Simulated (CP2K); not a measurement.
GaSb:

```
Sb Ga
1.0
     4.32608    0.00000    0.00000
     2.16304    3.74649    0.00000
     2.16304    1.24883    3.53223
Sb Ga
1 1
Cartesian
  6.4891 3.7465 2.6492
  0.0000 0.0000 0.0000
```

Base run:

| Quantity | Value |
| --- | --- |
| Program | CP2K 2026.2 |
| Functional | PBE |
| Potentials or basis | POTENTIAL_UZH Sb GTH-PBE-q5, Ga GTH-PBE-q13; TZVP-MOLOPT-PBE-GTH basis |
| Density cutoff | 6123 eV |
| k mesh | 8 × 8 × 8 |
| Occupations | fermi-dirac, width 0.05 eV |
| Spin | no spin polarisation |

Its results: band gap on the k mesh 0.08 eV, direct.

**Question.** The run is repeated on the same cell with these changes: functional from PBE to TB-mBJ; density cutoff from 6123 eV to 9184 eV; cutoff of the grids from 450 Ry to 675 Ry. What comes out?

**Answer.** Band gap on the k mesh 0.20 eV, direct.

Caveats: spin-orbit coupling is left out, which moves the levels of the heavy elements; the basis of atomic orbitals isn't converged, which shifts pressures, moduli and gaps; this is a model potential without an energy functional, so only levels have meaning (some runs).

Not every run made on this cell is shown here.
